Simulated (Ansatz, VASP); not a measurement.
## I: VASP beside Ansatz

The input INCAR:

```
PREC = Accurate ; ENCUT = 520
EDIFF = 1E-7 ; ISMEAR = -1
SIGMA = 0.05 ; LREAL = False
LASPH = True ; NELM = 100
ALGO = Normal ; ISIF = 2
LWAVE = False ; LCHARG = False
GGA = PE ; NBANDS = 10
```

File KPOINTS:

```
Automatic mesh
0
Gamma
  9 9 9
```

Contents of POSCAR:

```
I
1.0
    0.0000000000      2.3497234514      3.8835988039
    2.1775319666      0.0000000000      3.8835988039
    2.1775319666      2.3497234514      0.0000000000
I
1
Direct
    0.0000000000      0.0000000000      0.0000000000
```

File input.yaml:

```yaml
crystal:
  lattice:
    - [0.0, 2.3497234514, 3.8835988039]
    - [2.1775319666, 0.0, 3.8835988039]
    - [2.1775319666, 2.3497234514, 0.0]
  atoms:
    - { symbol: I, position: [0.0, 0.0, 0.0] }
hamiltonian:
  xc: pbe
  pseudopotentials: { kind: paw }
kpoints:
  mp_grid: { grid: [9, 9, 9] }
scf:
  occupations: { method: fermi_dirac, width: 0.05 }
output:
  forces: true
  stress: true
  eigenvalues: true
  write_density: true
  write_potential: true
  elf: true
  volumetric_format: npy
```

Change from the starting cell: volume scaled by 0.98.

Alike in both runs: task single point; functional PBE; k mesh 9 × 9 × 9; occupations fermi-dirac, width 0.05 eV; no spin polarisation.

|  | VASP | Ansatz |
| --- | --- | --- |
| version | VASP 6.6.1 | Ansatz 0.2.0 |
| potentials or method | VASP PAW PBE potentials, release 64 (I) | Ansatz PAW |
| plane-wave cutoff (eV) | 520 | 420 |
| valence electrons in the cell | 7 | 17 |

```csv
,VASP,Ansatz,Ansatz less VASP
gap on the k mesh at the Fermi level (eV),none,none,-
pressure (GPa),1.0,1.0,+0.03
largest component of the traceless stress (GPa),0.11,0.15,+0.041
```

A gap of «none» marks a metal or a gap that the smearing closes. The two sets of potentials don't hold the same shells in valence.

Caveats: an odd number of electrons without spin polarisation forces a metal; a magnetic or distorted state may lie lower. Spin-orbit coupling is left out, which matters for the levels of I.
